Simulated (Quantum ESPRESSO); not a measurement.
# AlRu (Pm-3m) in Quantum ESPRESSO: notebook

One crystal, AlRu, is run at these levels: PBEsol; tasks: relaxation of cell and atoms.

Everything below comes from runs of Quantum ESPRESSO 7.5. Logs are shortened: lines on timing, memory, paths and dates and some standing lists are left out, and cuts for length are marked.

## Step 1: The crystal as given

The structure is cubic, space group Pm-3m (No. 221). The conventional cell has a = 2.992 Å, b = 2.992 Å, c = 2.992 Å, α = 90.00°, β = 90.00°, γ = 90.00°. Ru (site symmetry m-3m) is surrounded by 8 Al at 2.59 Å. Al (site symmetry m-3m) has 8 Ru at 2.59 Å as nearest neighbours.

## Step 2: Relaxation of cell and atoms, PBEsol, target pressure 5 GPa, at which the enthalpy is minimised

Input file pw.in:

```
&CONTROL
  calculation = 'vc-relax'
  prefix = 'pwscf'
  outdir = './tmp'
  pseudo_dir = './pseudo'
  tprnfor = .true.
  tstress = .true.
  disk_io = 'low'
  nstep = 40
  forc_conv_thr = 0.0004
  etot_conv_thr = 1d-05
/
&SYSTEM
  ibrav = 0
  nat = 2
  ntyp = 2
  ecutwfc = 52
  ecutrho = 414
  nbnd = 16
  occupations = 'smearing'
  smearing = 'fd'
  degauss = 0.00367493
/
&ELECTRONS
  conv_thr = 4d-10
  electron_maxstep = 120
  mixing_beta = 0.5
/
&IONS
  ion_dynamics = 'bfgs'
/
&CELL
  cell_dynamics = 'bfgs'
  press = 50
  press_conv_thr = 0.3
/
ATOMIC_SPECIES
Ru   101.0700 ru_pbesol_v1.2.uspp.F.UPF
Al    26.9815 al_pbesol_v1.uspp.F.UPF
CELL_PARAMETERS bohr
   5.6533046744    0.0000000000    0.0000000000
   0.0000000000    5.6533046744    0.0000000000
   0.0000000000    0.0000000000    5.6533046744
ATOMIC_POSITIONS bohr
Ru     2.8266523372    2.8266523372    2.8266523372
Al     0.0000000000    0.0000000000    0.0000000000
K_POINTS automatic
9 9 9 0 0 0
```

Potentials or basis: GBRV 1.5 PBEsol.

Run with:

```sh
> OMP_NUM_THREADS=1 mpirun -n 2 pw.x -nk 2 -in pw.in > pw.out
```

pw.out:

```text
This program is part of the open-source Quantum ESPRESSO suite
     for quantum simulation of materials; please cite
[... 13 lines left out ...]
     --------------------
     sticks:   dense  smooth     PW     G-vecs:    dense   smooth      PW
     Sum        1049     517    169                25677     9093    1575

     Using Slab Decomposition

     bravais-lattice index     =            0
     lattice parameter (alat)  =       5.6533  a.u.
     unit-cell volume          =     180.6788 (a.u.)^3
     number of atoms/cell      =            2
     number of atomic types    =            2
     number of electrons       =        19.00
     number of Kohn-Sham states=           16
     kinetic-energy cutoff     =      52.0000  Ry
     charge density cutoff     =     414.0000  Ry
     scf convergence threshold =      4.0E-10
     mixing beta               =       0.5000
     number of iterations used =            8  plain     mixing
     energy convergence thresh.=      1.0E-05
     force convergence thresh. =      4.0E-04
     press convergence thresh. =      3.0E-01
     Exchange-correlation= SLA  PW   PSX  PSC
                           (   1   4  10   8   0   0   0)
     nstep                     =           40

     celldm(1)=   5.653305  celldm(2)=   0.000000  celldm(3)=   0.000000
     celldm(4)=   0.000000  celldm(5)=   0.000000  celldm(6)=   0.000000

     crystal axes: (cart. coord. in units of alat)
               a(1) = (   1.000000   0.000000   0.000000 )
               a(2) = (   0.000000   1.000000   0.000000 )
               a(3) = (   0.000000   0.000000   1.000000 )

     reciprocal axes: (cart. coord. in units 2 pi/alat)
               b(1) = (  1.000000  0.000000  0.000000 )
               b(2) = (  0.000000  1.000000  0.000000 )
               b(3) = (  0.000000  0.000000  1.000000 )

     PseudoPot. # 1 for Ru read from file:
     ru_pbesol_v1.2.uspp.F.UPF
     Pseudo is Ultrasoft + core correction, Zval = 16.0
     Generated by new atomic code, or converted to UPF format
     Using radial grid of  967 points,  6 beta functions with:
                l(1) =   0
                l(2) =   0
                l(3) =   1
                l(4) =   1
                l(5) =   2
                l(6) =   2
     Q(r) pseudized with  8 coefficients,  rinner =    1.300   1.300   1.300
                                                       1.300   1.300

     PseudoPot. # 2 for Al read from file:
     al_pbesol_v1.uspp.F.UPF
     Pseudo is Ultrasoft + core correction, Zval =  3.0
     Generated by new atomic code, or converted to UPF format
     Using radial grid of  893 points,  3 beta functions with:
                l(1) =   0
                l(2) =   1
                l(3) =   2
     Q(r) pseudized with  8 coefficients,  rinner =    0.900   0.900   0.900
                                                       0.900   0.900

     atomic species   valence    mass     pseudopotential
     Ru               16.00   101.07000     Ru( 1.00)
     Al                3.00    26.98150     Al( 1.00)

     48 Sym. Ops., with inversion, found

   Cartesian axes

     site n.     atom                  positions (alat units)
         1        Ru     tau(   1) = (   0.5000000   0.5000000   0.5000000  )
         2        Al     tau(   2) = (   0.0000000   0.0000000   0.0000000  )

     number of k points=    35  Fermi-Dirac smearing, width (Ry)=  0.0037
                       cart. coord. in units 2pi/alat
        k(    1) = (   0.0000000   0.0000000   0.0000000), wk =   0.0027435
        k(    2) = (   0.0000000   0.0000000   0.1111111), wk =   0.0164609
        k(    3) = (   0.0000000   0.0000000   0.2222222), wk =   0.0164609
        k(    4) = (   0.0000000   0.0000000   0.3333333), wk =   0.0164609
        k(    5) = (   0.0000000   0.0000000   0.4444444), wk =   0.0164609
        k(    6) = (   0.0000000   0.1111111   0.1111111), wk =   0.0329218
[... 27 lines left out ...]
        k(   34) = (   0.3333333   0.4444444   0.4444444), wk =   0.0658436
        k(   35) = (   0.4444444   0.4444444   0.4444444), wk =   0.0219479

     Dense  grid:    25677 G-vectors     FFT dimensions: (  40,  40,  40)

     Smooth grid:     9093 G-vectors     FFT dimensions: (  25,  25,  25)

     Initial potential from superposition of free atoms

     starting charge      17.9976, renormalised to      19.0000

     negative rho (up, down):  7.218E-02 0.000E+00
     Starting wfcs are   17 randomized atomic wfcs

     Self-consistent Calculation

     iteration #  1     ecut=    52.00 Ry     beta= 0.50
     Davidson diagonalization with overlap
     ethr =  1.00E-02,  avg # of iterations =  4.5
[... 305 lines left out ...]
     negative rho (up, down):  7.041E-02 0.000E+00
          total   stress  (Ry/bohr**3)                   (kbar)     P=      -34.33
  -0.00023338   0.00000000   0.00000000          -34.33        0.00        0.00
   0.00000000  -0.00023338   0.00000000            0.00      -34.33        0.00
   0.00000000   0.00000000  -0.00023338            0.00        0.00      -34.33

     BFGS Geometry Optimization
     Energy error            =      4.6E-03 Ry
     Gradient error          =      0.0E+00 Ry/Bohr
     Cell gradient error     =      8.4E+01 kbar

     number of scf cycles    =   1
     number of bfgs steps    =   0
[... 289 lines left out ...]
     number of scf cycles    =   2
     number of bfgs steps    =   1

     enthalpy           old  =    -200.9410660790 Ry
     enthalpy           new  =    -200.9430117976 Ry

     CASE: enthalpy          _new < enthalpy          _old

     new trust radius        =       0.0051206420 bohr
     new conv_thr            =            4.0E-12 Ry

     new unit-cell volume =    174.03351 a.u.^3 (    25.78911 Ang^3 )
     density =      8.24513 g/cm^3
[... 17 lines left out ...]
     iteration #  1     ecut=    52.00 Ry     beta= 0.50
     Davidson diagonalization with overlap
     ethr =  1.00E-06,  avg # of iterations =  3.0

     Threshold (ethr) on eigenvalues was too large:
     Diagonalizing with lowered threshold

     Davidson diagonalization with overlap
     ethr =  5.37E-08,  avg # of iterations =  2.0

     negative rho (up, down):  7.029E-02 0.000E+00
[... 259 lines left out ...]
     number of scf cycles    =   3
     number of bfgs steps    =   2

     enthalpy           old  =    -200.9430117976 Ry
     enthalpy           new  =    -200.9430546172 Ry

     CASE: enthalpy          _new < enthalpy          _old

     new trust radius        =       0.0003130241 bohr
     new conv_thr            =            4.0E-12 Ry

     new unit-cell volume =    173.97158 a.u.^3 (    25.77993 Ang^3 )
     density =      8.24806 g/cm^3
[... 17 lines left out ...]
     iteration #  1     ecut=    52.00 Ry     beta= 0.50
     Davidson diagonalization with overlap
     ethr =  1.00E-06,  avg # of iterations =  2.0

     Threshold (ethr) on eigenvalues was too large:
     Diagonalizing with lowered threshold

     Davidson diagonalization with overlap
     ethr =  2.01E-10,  avg # of iterations =  3.1

     negative rho (up, down):  7.029E-02 0.000E+00
[... 237 lines left out ...]
     Energy error            =      1.9E-07 Ry
     Gradient error          =      0.0E+00 Ry/Bohr
     Cell gradient error     =      2.0E-02 kbar

     bfgs converged in   4 scf cycles and   3 bfgs steps
     (criteria: energy <  1.0E-05 Ry, force <  4.0E-04 Ry/Bohr, cell <  3.0E-01 kbar)

     End of BFGS Geometry Optimization

     Final enthalpy           =    -200.9430548034 Ry

Begin final coordinates
     new unit-cell volume =    173.97158 a.u.^3 (    25.77993 Ang^3 )
     density =      8.24806 g/cm^3

CELL_PARAMETERS (bohr)
   5.582466175   0.000000000   0.000000000
   0.000000000   5.582466175   0.000000000
   0.000000000   0.000000000   5.582466175

ATOMIC_POSITIONS (bohr)
Ru               2.7912330876        2.7912330876        2.7912330876
Al               0.0000000000        0.0000000000        0.0000000000
End final coordinates

     Final scf calculation at the relaxed structure.
     The G-vectors are recalculated for the final unit cell
     Results may differ from those at the preceding step.

     G-vector sticks info
     --------------------
     sticks:   dense  smooth     PW     G-vecs:    dense   smooth      PW
     Sum        1033     517    161                24837     8829    1551

     Using Slab Decomposition

     bravais-lattice index     =            0
     lattice parameter (alat)  =       5.6533  a.u.
     unit-cell volume          =     173.9716 (a.u.)^3
     number of atoms/cell      =            2
     number of atomic types    =            2
     number of electrons       =        19.00
     number of Kohn-Sham states=           16
     kinetic-energy cutoff     =      52.0000  Ry
     charge density cutoff     =     414.0000  Ry
     scf convergence threshold =      4.0E-12
     mixing beta               =       0.5000
     number of iterations used =            8  plain     mixing
     press convergence thresh. =      3.0E-01
     Exchange-correlation= SLA  PW   PSX  PSC
                           (   1   4  10   8   0   0   0)

     celldm(1)=   5.653305  celldm(2)=   0.000000  celldm(3)=   0.000000
     celldm(4)=   0.000000  celldm(5)=   0.000000  celldm(6)=   0.000000

     crystal axes: (cart. coord. in units of alat)
               a(1) = (   0.987470   0.000000   0.000000 )
               a(2) = (   0.000000   0.987470   0.000000 )
               a(3) = (   0.000000   0.000000   0.987470 )

     reciprocal axes: (cart. coord. in units 2 pi/alat)
               b(1) = (  1.012689  0.000000  0.000000 )
               b(2) = (  0.000000  1.012689  0.000000 )
               b(3) = (  0.000000  0.000000  1.012689 )

     PseudoPot. # 1 for Ru read from file:
     ru_pbesol_v1.2.uspp.F.UPF
     Pseudo is Ultrasoft + core correction, Zval = 16.0
     Generated by new atomic code, or converted to UPF format
     Using radial grid of  967 points,  6 beta functions with:
                l(1) =   0
                l(2) =   0
                l(3) =   1
                l(4) =   1
                l(5) =   2
                l(6) =   2
     Q(r) pseudized with  8 coefficients,  rinner =    1.300   1.300   1.300
                                                       1.300   1.300

     PseudoPot. # 2 for Al read from file:
     al_pbesol_v1.uspp.F.UPF
     Pseudo is Ultrasoft + core correction, Zval =  3.0
     Generated by new atomic code, or converted to UPF format
     Using radial grid of  893 points,  3 beta functions with:
                l(1) =   0
                l(2) =   1
                l(3) =   2
     Q(r) pseudized with  8 coefficients,  rinner =    0.900   0.900   0.900
                                                       0.900   0.900

     atomic species   valence    mass     pseudopotential
     Ru               16.00   101.07000     Ru( 1.00)
     Al                3.00    26.98150     Al( 1.00)

     48 Sym. Ops., with inversion, found

   Cartesian axes

     site n.     atom                  positions (alat units)
         1        Ru     tau(   1) = (   0.4937348   0.4937348   0.4937348  )
         2        Al     tau(   2) = (   0.0000000   0.0000000   0.0000000  )

     number of k points=    35  Fermi-Dirac smearing, width (Ry)=  0.0037
                       cart. coord. in units 2pi/alat
        k(    1) = (   0.0000000   0.0000000   0.0000000), wk =   0.0027435
        k(    2) = (   0.0000000   0.0000000   0.1125211), wk =   0.0164609
        k(    3) = (   0.0000000   0.0000000   0.2250421), wk =   0.0164609
        k(    4) = (   0.0000000   0.0000000   0.3375632), wk =   0.0164609
        k(    5) = (   0.0000000   0.0000000   0.4500842), wk =   0.0164609
        k(    6) = (   0.0000000   0.1125211   0.1125211), wk =   0.0329218
[... 27 lines left out ...]
        k(   34) = (   0.3375632   0.4500842   0.4500842), wk =   0.0658436
        k(   35) = (   0.4500842   0.4500842   0.4500842), wk =   0.0219479

     Dense  grid:    24837 G-vectors     FFT dimensions: (  40,  40,  40)

     Smooth grid:     8829 G-vectors     FFT dimensions: (  25,  25,  25)

     Initial potential from superposition of free atoms

     starting charge      17.9976, renormalised to      19.0000

     negative rho (up, down):  7.207E-02 0.000E+00
     Starting wfcs are   17 randomized atomic wfcs

     Self-consistent Calculation

     iteration #  1     ecut=    52.00 Ry     beta= 0.50
     Davidson diagonalization with overlap
     c_bands:  1 eigenvalues not converged
     c_bands:  1 eigenvalues not converged
     c_bands:  1 eigenvalues not converged
     ethr =  1.00E-06,  avg # of iterations = 13.5
[... 305 lines left out ...]
     negative rho (up, down):  7.033E-02 0.000E+00
          total   stress  (Ry/bohr**3)                   (kbar)     P=       50.02
   0.00034005   0.00000000   0.00000000           50.02        0.00        0.00
   0.00000000   0.00034005   0.00000000            0.00       50.02        0.00
   0.00000000   0.00000000   0.00034005            0.00        0.00       50.02

=------------------------------------------------------------------------------=
   JOB DONE.
=------------------------------------------------------------------------------=
```

Wall time 25 s (2 MPI ranks of Intel Xeon at 2.70GHz, shared host); peak memory 0.22 GiB.

Results:

```yaml
Free_energy: -2734.7739 eV
Relaxed_volume: 12.89 Å³/atom
Relaxed_cell: a = 2.954 Å, b = 2.954 Å, c = 2.954 Å, α = 90.00°, β = 90.00°, γ = 90.00°
Space_group_after_relaxing_to_0.05_Å: Pm-3m (No. 221)
Energy_change_on_relaxing_the_enthalpy_is_what_falls: +2.0 meV/atom
Ionic_steps: 4
Pressure_after_relaxing: 5.0 GPa
Band_gap_on_the_k_mesh: none (metal or under the smearing width)
```

The path:
| step | energy change (eV) | largest force (eV/Å) | pressure (GPa) | volume (Å³) |
| --- | --- | --- | --- | --- |
| 1 | 0.0000 | 0.0000 | -3.43 | 26.77 |
| 2 | 0.0089 | 0.0000 | 6.34 | 25.64 |
| 3 | 0.0037 | 0.0000 | 4.91 | 25.79 |
| 4 | 0.0040 | 0.0000 | 5.00 | 25.78 |

Final structure:
```
Ru Al
1.0
     2.95411    0.00000    0.00000
     0.00000    2.95411    0.00000
     0.00000    0.00000    2.95411
Ru Al
1 1
Cartesian
  1.4771 1.4771 1.4771
  0.0000 0.0000 0.0000
```

## Step 3: Relaxation of cell and atoms, PBEsol, target pressure 10 GPa, at which the enthalpy is minimised

Changes to pw.in since step 2:

```diff
@@ -33,3 +33,3 @@
   cell_dynamics = 'bfgs'
-  press = 50
+  press = 100
   press_conv_thr = 0.3
```

Potentials or basis: GBRV 1.5 PBEsol.

Run with:

```sh
> OMP_NUM_THREADS=1 mpirun -n 2 pw.x -nk 2 -in pw.in > pw.out
```

Run time: 30 s. Hardware: 2 MPI ranks of Intel Xeon at 2.70GHz, shared host; peak memory 0.24 GiB.

It converged, with:

| Item | Value |
| --- | --- |
| Free energy | -2734.7503 eV |
| Relaxed volume | 12.64 Å³/atom |
| Relaxed cell | a = 2.935 Å, b = 2.935 Å, c = 2.935 Å, α = 90.00°, β = 90.00°, γ = 90.00° |
| Space group after relaxing (to 0.05 Å) | Pm-3m (No. 221) |
| Energy change on relaxing (the enthalpy is what falls) | +13.7 meV/atom |
| Ionic steps | 4 |
| Pressure after relaxing | 10.0 GPa |
| Band gap on the k mesh | none (metal or under the smearing width) |

The path:
| step | energy change (eV) | largest force (eV/Å) | pressure (GPa) | volume (Å³) |
| --- | --- | --- | --- | --- |
| 1 | 0.0000 | 0.0000 | -3.43 | 26.77 |
| 2 | 0.0486 | 0.0000 | 13.14 | 24.98 |
| 3 | 0.0258 | 0.0000 | 9.71 | 25.30 |
| 4 | 0.0275 | 0.0000 | 9.99 | 25.27 |

Final structure:
```cif
data_structure
_symmetry_space_group_name_H-M 'P 1'
_symmetry_Int_Tables_number 1
_cell_length_a 2.9347
_cell_length_b 2.9347
_cell_length_c 2.9347
_cell_angle_alpha 90.000
_cell_angle_beta 90.000
_cell_angle_gamma 90.000
_cell_volume 25.27
loop_
_atom_site_label
_atom_site_type_symbol
_atom_site_fract_x
_atom_site_fract_y
_atom_site_fract_z
_atom_site_occupancy
Ru1 Ru 0.50000 0.50000 0.50000 1
Al1 Al 0.00000 0.00000 0.00000 1
```

Levels at points of the mesh, in eV from the Fermi level:
```tsv
k point	band 8	band 9	band 10	band 11	band 12	band 13
(0.00, 0.00, 0.00)	0.27	0.27	0.27	6.39	6.39	6.39
```
